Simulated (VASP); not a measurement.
# Mg (Fm-3m) in VASP: settings compared

Aim: see how the results for Mg move with the level of theory and the settings. Levels: HSE03+D3(BJ), PW91, AM05. Tasks: single point, electrostatic potential, electron localisation function.

Everything below comes from runs of VASP 6.6.1. Logs are shortened: lines on timing, memory, paths and dates and some standing lists are left out, and cuts for length are marked.

## Step 1: The crystal as given

Symmetry: Fm-3m, No. 225, cubic system. Conventional cell: a = 4.489 Å, b = 4.489 Å, c = 4.489 Å, α = 90.00°, β = 90.00°, γ = 90.00°. Mg (site symmetry m-3m) has 12 Mg at 3.17 Å as nearest neighbours.

This isn't the form of Mg at room conditions, which is hcp.

## Step 2: Single point, HSE03+D3(BJ) (cell strained at random at fixed volume)

POSCAR reads:

```
Mg
1.0
   -0.0287910000      2.1553760000      2.3090490000
    2.2209590000      0.0021110000      2.2781480000
    2.2672000000      2.1707150000     -0.0441300000
Mg
1
Direct
    0.0095240000     -0.0184490000      0.0143260000
```

INCAR.step1 reads:

```
PREC     = Accurate       # precision mode
ENCUT    = 520            # plane-wave cutoff, eV
EDIFF    = 1E-5           # SCF threshold, eV
ISMEAR   = -1             # smearing method
SIGMA    = 0.1            # smearing width, eV
LREAL    = False          # projectors in reciprocal space
LASPH    = True           # aspherical terms in the spheres
NELM     = 80             # most SCF steps
ALGO     = Normal         # electronic algorithm
ISIF     = 2              # what is computed and relaxed
LWAVE    = True           # write WAVECAR
GGA      = PE             # functional
```

INCAR.step2 reads:

```
PREC     = Accurate       # precision mode
ENCUT    = 520            # plane-wave cutoff, eV
EDIFF    = 1E-7           # SCF threshold, eV
ISMEAR   = -1             # smearing method
SIGMA    = 0.1            # smearing width, eV
LREAL    = False          # projectors in reciprocal space
LASPH    = True           # aspherical terms in the spheres
NELM     = 80             # most SCF steps
ALGO     = Normal         # electronic algorithm
ISIF     = 2              # what is computed and relaxed
LWAVE    = False          # write WAVECAR
LCHARG   = True           # write CHGCAR
GGA      = PE             # functional
LHFCALC  = True           # exact exchange
HFSCREEN = 0.3            # screening, 1/A
PRECFOCK = Fast         
IVDW     = 12             # dispersion correction
VDW_S6   = 1.0          
VDW_S8   = 1.1243       
VDW_A1   = 0.0          
VDW_A2   = 6.8889       
LELF     = True           # ELF
LVHAR    = True         
ISTART   = 1
```

KPOINTS reads:

```
Automatic mesh
0
Gamma
  5 5 5
```

Potentials or basis: VASP PAW PBE potentials, release 64 (Mg).

The run is started by

```console
cat potpaw_PBE.64/Mg/POTCAR > POTCAR
cp INCAR.step1 INCAR
mpirun -np 1 vasp_std > vasp.out
cp INCAR.step2 INCAR
mpirun -np 1 vasp_std > vasp.out
```

OUTCAR:

```text
PREC = Accurate
   ENCUT = 520
   EDIFF = 1E-7
   ISMEAR = -1
   LREAL = False
   LASPH = True
   NELM = 80
   ISIF = 2
   GGA = PE
   LHFCALC = True
   HFSCREEN = 0.3
   PRECFOCK = Fast
   IVDW = 12
   ISTART = 1
 IVDW          = 12

 ion  position               nearest neighbor table
   1  0.010  0.982  0.014-

  LATTYP: Found a triclinic cell.
 ALAT       =     3.1391315532
 B/A-ratio  =     2.9366746761
 C/A-ratio  =     1.0473419348
 COS(alpha) =     0.0004449515
 COS(beta)  =     0.5176619048
 COS(gamma) =     0.8221579578

  Lattice vectors:

 A1 = (  -2.2672000000,  -2.1707150000,   0.0441300000)
 A2 = (  -2.2558590000,  -8.6500710000,  -2.2516900000)
 A3 = (  -2.2959910000,  -0.0153390000,   2.3531790000)

Analysis of symmetry for initial positions (statically):
=====================================================================
 Subroutine PRICEL returns:
 Original cell was already a primitive cell.

 Routine SETGRP: Setting up the symmetry group for a
 triclinic supercell.

 Subroutine GETGRP returns: Found  2 space group operations
 (whereof  1 operations were pure point group operations)
 out of a pool of  2 trial point group operations.

The static configuration has the point symmetry C_1 .
 The point group associated with its full space group is S_2 .

Analysis of symmetry for dynamics (positions and initial velocities):
=====================================================================
 Subroutine PRICEL returns:
 Original cell was already a primitive cell.

 Routine SETGRP: Setting up the symmetry group for a
 triclinic supercell.

 Subroutine GETGRP returns: Found  2 space group operations
 (whereof  1 operations were pure point group operations)
 out of a pool of  2 trial point group operations.

The dynamic configuration has the point symmetry C_1 .
 The point group associated with its full space group is S_2 .

 Subroutine INISYM returns: Found  2 space group operations
 (whereof  1 operations are pure point group operations),
 and found     1 'primitive' translations

----------------------------------------------------------------------------------------

                                     Primitive cell

  volume of cell :      22.6072

  direct lattice vectors                    reciprocal lattice vectors
    -0.028791000  2.155376000  2.309049000    -0.218748862  0.232802996  0.213041824
     2.220959000  0.002111000  2.278148000     0.225919176 -0.231510368  0.218919707
     2.267200000  2.170715000 -0.044130000     0.216983405  0.229744913 -0.211749297

  length of vectors
     3.158826033  3.181606771  3.139131553     0.383972809  0.390592322  0.380397539

  position of ions in fractional coordinates (direct lattice)
     0.009524000  0.981551000  0.014326000

  ion indices of the primitive-cell ions
   primitive index   ion index
                 1           1

----------------------------------------------------------------------------------------

 KPOINTS: Automatic mesh

Automatic generation of k-mesh.
 Grid dimensions read from file:
 generate k-points for:    5    5    5

 Generating k-lattice:

  Cartesian coordinates                     Fractional coordinates (reciprocal lattice)
    -0.043749772  0.046560599  0.042608365     0.200000000  0.000000000 -0.000000000
     0.045183835 -0.046302074  0.043783941     0.000000000  0.200000000  0.000000000
     0.043396681  0.045948983 -0.042349859     0.000000000 -0.000000000  0.200000000

  Length of vectors
     0.076794562  0.078118464  0.076079508

  Shift w.r.t. Gamma in fractional coordinates (k-lattice)
     0.000000000  0.000000000  0.000000000

 Subroutine IBZKPT returns following result:
 ===========================================

 Found     63 irreducible k-points:

 Following reciprocal coordinates:
            Coordinates               Weight
  0.000000  0.000000  0.000000      1.000000
  0.200000 -0.000000 -0.000000      2.000000
  0.400000 -0.000000 -0.000000      2.000000
  0.000000  0.200000  0.000000      2.000000
  0.200000  0.200000  0.000000      2.000000
  0.400000  0.200000 -0.000000      2.000000
[... 42 lines left out ...]
 -0.000000  0.400000  0.400000      2.000000
  0.200000  0.400000  0.400000      2.000000
 [... further k-points ...]
   k-points           NKPTS =     63   k-points in BZ     NKDIM =    125   number of bands    NBANDS=      5
   number of dos      NEDOS =    301   number of ions     NIONS =      1
   total plane-waves  NPLWV =  13824
   dimension x,y,z NGX =    24 NGY =   24 NGZ =   24
   dimension x,y,z NGXF=    48 NGYF=   48 NGZF=   48
   ions per type =               1
   NGX,Y,Z   is equivalent  to a cutoff of  12.63, 12.54, 12.71 a.u.
   NGXF,Y,Z  is equivalent  to a cutoff of  25.26, 25.08, 25.42 a.u.
 SYSTEM =  unknown system
   PREC   = accura    normal or accurate (medium, high low for compatibility)
   ISTART =      1    job   : 0-new  1-cont  2-samecut
   ICHARG =      0    charge: 1-file 2-atom 10-const
   ISPIN  =      1    spin polarized calculation?
   LNONCOLLINEAR =      F non collinear calculations
   LSORBIT =      F    spin-orbit coupling
   LASPH  =      T    aspherical Exc in radial PAW
   ENCUT  =  520.0 eV  38.22 Ry    6.18 a.u.   5.87  5.92  5.84*2*pi/ulx,y,z
   NELM   =     80;   NELMIN=  2; NELMDL=  0     # of ELM steps
   EDIFF  = 0.1E-06   stopping-criterion for ELM
   LREAL  =      F    real-space projection
   EDIFFG = 0.1E-05   stopping-criterion for IOM
   NSW    =      0    number of steps for IOM
   IBRION =     -1    ionic relax: 0-MD 1-quasi-New 2-CG
   NFREE  =      0    steps in history (QN), initial steepest desc. (CG)
   ISIF   =      2    stress and relaxation
   ISYM   =      3    0-nonsym 1-usesym 2-fastsym
   POTIM  = 0.5000    time-step for ionic-motion
   TEBEG  =    0.0;   TEEND  =   0.0 temperature during run
   PSTRESS=    0.0 pullay stress
   NELECT =       2.0000    total number of electrons
   NUPDOWN=      -1.0000    fix difference up-down
   EMIN   =  10.00;   EMAX   =-10.00  energy-range for DOS
   EFERMI =   0.00;   METHOD = LEGACY
   ISMEAR =    -1;   SIGMA  =   0.10  broadening in eV -4-tet -1-fermi 0-gaus
   EFERMI_NEDOS =   21; number of points for ismear=-14 and -15
   IALGO  =     38    algorithm
   IMIX   =      1    mixing-type and parameters
     AMIX     =   0.40;   BMIX     =  1.00
     AMIX_MAG =   1.60;   BMIX_MAG =  1.00
  volume/ion in A,a.u.               =      22.61       152.56
  Fermi-wavevector in a.u.,A,eV,Ry     =   0.729462  1.378483  7.239854  0.532114
  Thomas-Fermi vector in A             =   1.821189
   LORBIT       =      0    0 simple, 1 ext, 2 COOP (PROOUT), +10 PAW based schemes
   GGA     = PE    functional components
   LHFCALC =     T    Hartree Fock is set to
   PRECFOCK=fast      Normal, Fast or Accurate (Low or Medium for compatibility)
   ENCUT4O =  -1.0   cutoff for four orbital integrals eV
   NKREDX  =     1    reduce k-point grid by
   NKREDY  =     1    reduce k-point grid by
   NKREDZ  =     1    reduce k-point grid by
   AEXX    =    0.2500 exact exchange contribution
   HFSCREEN=    0.3000 screening length (either q_TF or 0.3 A-1)
   HFSCREENC=   0.3000 screening length for correlation (either q_TF or 0.3 A-1)
   ENCUTFOCK=  -1.0 apply spherical cutoff to Coloumb kernel
   IVDW    =    12    specifies the selected vdW correction
   LEPSILON=     F    determine dielectric tensor
   LRPA    =     F    only Hartree local field effects (RPA)
 non-spin polarized calculation
  energy-cutoff  :      520.00
  volume of cell :       22.61
 maximum number of plane-waves:       620
  NGX = 14; NGY = 14; NGZ = 14

 number of electron       2.0000000 magnetization

 Free energy of the ion-electron system (eV)
  ---------------------------------------------------
  ext. energy  EPLUGINS =         0.00000000
  ---------------------------------------------------
  free energy    TOTEN  =        -1.50567971 eV

  energy without entropy =       -1.48757628  energy(sigma->0) =       -1.49662800

 E-fermi :   2.6535     XC(G=0):  -7.2741

 val. band max:        2.6030847825   @ k =  -0.4000   0.4000   0.0000
 cond. band min:       2.6890303176   @ k =  -0.2000   0.4000   0.0000
 fundamental gap:      0.0859455350
 Fermi energy:         2.6534727646

 k-point     1 :       0.0000    0.0000    0.0000
  band No.  band energies     occupation
      1      -5.1678      2.00000
      2      15.2965      0.00000
      3      16.1284      0.00000
      4      16.2212      0.00000
      5      17.3253      0.00000

 k-point     2 :       0.2000   -0.0000   -0.0000
  band No.  band energies     occupation
      1      -4.1578      2.00000
      2       9.5955      0.00000
      3      14.8913      0.00000
      4      15.0864      0.00000
      5      17.2837      0.00000

 k-point     3 :       0.4000   -0.0000   -0.0000
  band No.  band energies     occupation
      1      -1.1927      2.00000
      2       3.5431      0.00027
      3      14.4141      0.00000
      4      14.9461      0.00000
      5      15.6483      0.00000

 k-point     4 :       0.0000    0.2000    0.0000
  band No.  band energies     occupation
      1      -4.1190      2.00000
      2      10.0620      0.00000
      3      14.1650      0.00000
      4      15.0631      0.00000
      5      17.1717      0.00000

 k-point     5 :       0.2000    0.2000    0.0000
  band No.  band energies     occupation
      1      -3.8933      2.00000
      2      12.0993      0.00000
      3      12.8311      0.00000
      4      13.0201      0.00000
      5      13.2514      0.00000

 k-point     6 :       0.4000    0.2000   -0.0000
  band No.  band energies     occupation
      1      -1.6901      2.00000
      2       6.4455      0.00000
      3      10.0397      0.00000
      4      12.1719      0.00000
      5      13.3222      0.00000
[... 241 lines left out ...]
 k-point    37 :      -0.4000   -0.2000    0.2000
  band No.  band energies     occupation
      1       0.9068      2.00000
      2       5.8363      0.00000
      3       6.6024      0.00000
      4       8.1486      0.00000
      5      17.2371      0.00000

 k-point    38 :      -0.2000   -0.2000    0.2000
  band No.  band energies     occupation
      1      -1.7234      2.00000
      2       6.2483      0.00000
      3      10.0730      0.00000
      4      12.4078      0.00000
      5      13.5111      0.00000

 k-point    39 :      -0.0000    0.0000    0.4000
  band No.  band energies     occupation
      1      -1.2646      2.00000
      2       3.3848      0.00133
      3      14.4658      0.00000
      4      15.1784      0.00000
      5      15.7402      0.00000

 k-point    40 :       0.2000    0.0000    0.4000
  band No.  band energies     occupation
      1      -1.3154      2.00000
      2       5.6697      0.00000
      3      11.5268      0.00000
      4      11.8083      0.00000
      5      13.1909      0.00000

 [... further k-points ...]

------------------------ aborting loop because EDIFF is reached ----------------------------------------

 Edisp (eV)   -0.83227

 E8    (eV) :    -0.5324

  FORCE on cell =-STRESS in cart. coord.  units (eV):
  Direction    XX          YY          ZZ          XY          YZ          ZX
  --------------------------------------------------------------------------------------
  -------------------------------------------------------------------------------------
  Total      -0.88299    -0.75956    -0.59322    -0.02271     0.01554    -0.11487
  in kB     -62.57730   -53.83003   -42.04139    -1.60915     1.10121    -8.14068
  external pressure =      -52.82 kB  Pullay stress =        0.00 kB

 VOLUME and BASIS-vectors are now :
 -----------------------------------------------------------------------------
  energy-cutoff  :      520.00
  volume of cell :       22.61
      direct lattice vectors                 reciprocal lattice vectors
    -0.028791000  2.155376000  2.309049000    -0.218748862  0.232802996  0.213041824
     2.220959000  0.002111000  2.278148000     0.225919176 -0.231510368  0.218919707
     2.267200000  2.170715000 -0.044130000     0.216983405  0.229744913 -0.211749297

 POSITION                                       TOTAL-FORCE (eV/Angst)
 -----------------------------------------------------------------------------------
      2.21219      0.05370      2.25748         0.000000      0.000000     -0.000000
 -----------------------------------------------------------------------------------
    total drift:                               -0.000007     -0.000007     -0.000004

  FREE ENERGIE OF THE ION-ELECTRON SYSTEM (eV)
  ---------------------------------------------------
  free  energy   TOTEN  =        -2.3379543800 eV

  energy  without entropy=       -2.3198509494  energy(sigma->0) =       -2.32890266
```

Run time: 40 s. Hardware: 1 thread of Intel Xeon 6975P-C (Granite Rapids), shared host; peak memory 0.24 GiB.

What came out:

| Quantity | Value |
| --- | --- |
| Free energy | -2.3380 eV |
| Pressure | -5.3 GPa |
| Band gap on the k mesh | none (metal or under the smearing width) |
| Dispersion energy per atom | -0.832 eV |

Levels at points of the mesh, in eV from the Fermi level:
```csv
k point,band 1,band 2,band 3,band 4
"(0.00, 0.00, 0.00)",-7.82,12.64,13.47,13.57
```

Caveat: the k mesh is coarse (spacing up to 0.49 Å⁻¹), so the values aren't converged, least of all with exact exchange; the PAW data sets were made with another functional, which shifts forces and pressure a little; pairwise dispersion overbinds metals, which lowers pressure and volume.

(Continued in part 2 of 3.)
